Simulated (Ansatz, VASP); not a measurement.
# MoS2: VASP beside Ansatz

The input INCAR:

```
SYSTEM = MoS2
PREC = Accurate
ENCUT = 520
EDIFF = 1E-6
ISMEAR = 0
SIGMA = 0.023
LREAL = .FALSE.
LASPH = .TRUE.
NELM = 60
ALGO = Normal
ISIF = 2
LWAVE = .FALSE.
LCHARG = .TRUE.
GGA = PE
LELF = .TRUE.
LVHAR = .TRUE.
NBANDS = 20
```

File KPOINTS:

```
regular mesh
0
G
  9 9 4
  0 0 0
```

File POSCAR:

```
MoS2
1.0
    3.2274645616      0.0000000000      0.0000000000
   -1.6137322808      2.7950663001      0.0000000000
    0.0000000000      0.0000000000      6.3124734200
Mo S
1 2
Direct
    0.0000000000      0.0000000000      0.5000000000
    0.6666666667      0.3333333333      0.7446806800
    0.3333333333      0.6666666667      0.2553193200
```

File input.yaml:

```yaml
crystal:
  lattice:
    - [3.2274645616, 0.0, 0.0]
    - [-1.6137322808, 2.7950663001, 0.0]
    - [0.0, 0.0, 6.31247342]
  atoms:
    - { symbol: Mo, position: [0.0, 0.0, 0.5] }
    - { symbol: S, position: [0.6666666667, 0.3333333333, 0.74468068] }
    - { symbol: S, position: [0.3333333333, 0.6666666667, 0.25531932] }
hamiltonian:
  xc: pbe
  pseudopotentials: { kind: paw }
kpoints:
  mp_grid: { grid: [9, 9, 4] }
scf:
  occupations: { method: gaussian, width: 0.023 }
output:
  forces: true
  stress: true
  eigenvalues: true
  write_density: true
  write_potential: true
  elf: true
  volumetric_format: npy
```

Measurements of this composition are mostly on another form, of space group No. 194.

Alike in both runs: task single point; functional PBE; k mesh 9 × 9 × 4; occupations gaussian, width 0.023 eV; no spin polarisation.

|  | VASP | Ansatz |
| --- | --- | --- |
| version | VASP 6.6.1 | Ansatz 0.2.0 |
| potentials or method | VASP PAW PBE potentials, release 64 (Mo_sv, S) | Ansatz PAW |
| plane-wave cutoff (eV) | 520 | 420 |
| valence electrons in the cell | 26 | 26 |

|  | VASP | Ansatz | Ansatz less VASP |
| --- | --- | --- | --- |
| gap on the k mesh at the Fermi level (eV) | none | none | - |
| pressure (GPa) | 1.0 | 1.1 | +0.10 |
| largest component of the traceless stress (GPa) | 2.03 | 2.02 | -0.007 |
| rms of the force components (eV/Å) | 0.136 | 0.140 | +0.0039 |

Atom by atom the forces differ by 0.004 eV/Å (rms over components). A gap of «none» marks a metal or a gap that the smearing closes.

Caveats: this functional lacks dispersion, which binds the layers, so the pressure and a relaxed spacing across them are unreliable.
